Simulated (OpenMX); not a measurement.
**BAs under changes of volume**

One of the cells (13.626 Å³/atom); the others are scaled copies at fixed shape and fractional positions:

```
CELL_PARAMETERS angstrom
0.00000 2.38850 2.38850
2.38850 0.00000 2.38850
2.38850 2.38850 0.00000
ATOMIC_POSITIONS crystal
As 0.75000 0.75000 0.75000
B 0.00000 0.00000 0.00000
```

| Property | Result |
| --- | --- |
| Program | OpenMX 3.8.5 |
| Functional | PBE |
| Potentials or basis | OpenMX 2013 PBE set, As7.0-s3p2d1, B7.0-s2p2, fixed grid of 36 × 36 × 36 points |
| k mesh | 11 × 11 × 11 |
| Occupations | fermi-dirac, width 0.05 eV |
| Spin | no spin polarisation |

| volume (Å³/atom) | energy over the lowest point (meV/atom) | gap on the mesh (eV) |
| --- | --- | --- |
| 12.809 | 75.41 | 2.34 |
| 13.081 | ? | ? |
| 13.354 | 29.11 | 2.33 |
| 13.626 | 14.68 | 2.32 |
| 13.899 | 5.36 | 2.32 |
| 14.171 | 0.36 | 2.31 |
| 14.444 | 0.00 | 2.30 |

What does the run at 13.081 Å³/atom give?

Energy over the lowest point 49.45 meV/atom; gap on the mesh 2.33 eV.

Worked out: A Birch-Murnaghan fit of order 3 (a polynomial in V^(-2/3)) to the other rows has its minimum at 14.34 Å³/atom with B0 = V·E''(V) = 124 GPa and B' = 3.8. It gives 49.26 meV/atom at 13.081 Å³/atom, against the run's 49.45. A straight line through the other rows of the gap, of slope -0.32 eV per unit of ln V, gives 2.33 eV, against the run's 2.33.

Energies are extrapolated to zero smearing.

Caveats: the basis has few d functions beyond the semicore shells, which can make volumes several per cent too large; an odd mesh through Γ misses points on the zone boundary, where band edges often lie; the basis of atomic orbitals isn't converged, which shifts pressures, moduli and gaps. Spin-orbit coupling on As is left out.
